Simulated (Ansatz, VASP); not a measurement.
## Sc in VASP and in Ansatz

The input INCAR:

```
SYSTEM = Sc
PREC     = Accurate       ! precision mode
ENCUT    = 520            ! plane-wave cutoff, eV
EDIFF    = 1E-7           ! SCF threshold, eV
ISMEAR   = -1             ! smearing method
SIGMA    = 0.03           ! smearing width, eV
LREAL    = .FALSE.        ! projectors in reciprocal space
LASPH    = .TRUE.         ! aspherical terms in the spheres
NELM     = 100            ! most SCF steps
ALGO     = Normal         ! electronic algorithm
ISIF     = 2              ! what is computed and relaxed
LWAVE    = .FALSE.        ! write WAVECAR
LCHARG   = .FALSE.        ! write CHGCAR
GGA      = CA             ! functional
NBANDS   = 18             ! bands
```

File KPOINTS:

```
regular mesh
0
G
  13 13 7
  0 0 0
```

File POSCAR:

```
Sc
1.0
    3.3749738552      0.0000000000      0.0000000000
   -1.6874869276      2.9228130957      0.0000000000
    0.0000000000      0.0000000000      5.2680000000
Sc
2
Direct
    0.3333333333      0.6666666667      0.2500000000
    0.6666666667      0.3333333333      0.7500000000
```

Input for Ansatz:

```yaml
crystal:
  lattice:
    - [3.3749738552, 0.0, 0.0]
    - [-1.6874869276, 2.9228130957, 0.0]
    - [0.0, 0.0, 5.268]
  atoms:
    - { symbol: Sc, position: [0.3333333333, 0.6666666667, 0.25] }
    - { symbol: Sc, position: [0.6666666667, 0.3333333333, 0.75] }
kpoints:
  mp_grid: { grid: [13, 13, 7] }
  band_path:
    path:
      - [0.0, 0.0, 0.0]
      - [0.5, 0.0, 0.0]
      - [0.3333333333, 0.3333333333, 0.0]
      - [0.0, 0.0, 0.0]
      - [0.0, 0.0, 0.5]
      - [0.5, 0.0, 0.5]
      - [0.3333333333, 0.3333333333, 0.5]
      - [0.0, 0.0, 0.5]
      - [0.5, 0.0, 0.5]
    npoints: 5
scf:
  occupations: { method: fermi_dirac, width: 0.03 }
hamiltonian:
  xc: lda
  pseudopotentials: { kind: all_electron, lapw: { basis_error: 0.0005 } }
output:
  forces: true
  stress: true
  eigenvalues: true
```

Change from the starting cell: equal xx and yy strain of +2 %.

Alike in both runs: task single point; functional LDA; k mesh 13 × 13 × 7; occupations fermi-dirac, width 0.03 eV; no spin polarisation.

|  | VASP | Ansatz |
| --- | --- | --- |
| version | VASP 6.6.1 | Ansatz 0.2.0 |
| potentials or method | VASP PAW LDA potentials, release 64 (Sc_sv) | all-electron LAPW, scalar-relativistic |
| plane-wave cutoff (eV) | 520 | see its input |

```tsv
	VASP	Ansatz	Ansatz less VASP
pressure (GPa)	-6.9	-6.9	-0.03
largest component of the traceless stress (GPa)	0.34	0.34	+0.003
```

Ansatz ran all-electron here, so the differences hold the error of VASP's frozen core and of both bases.
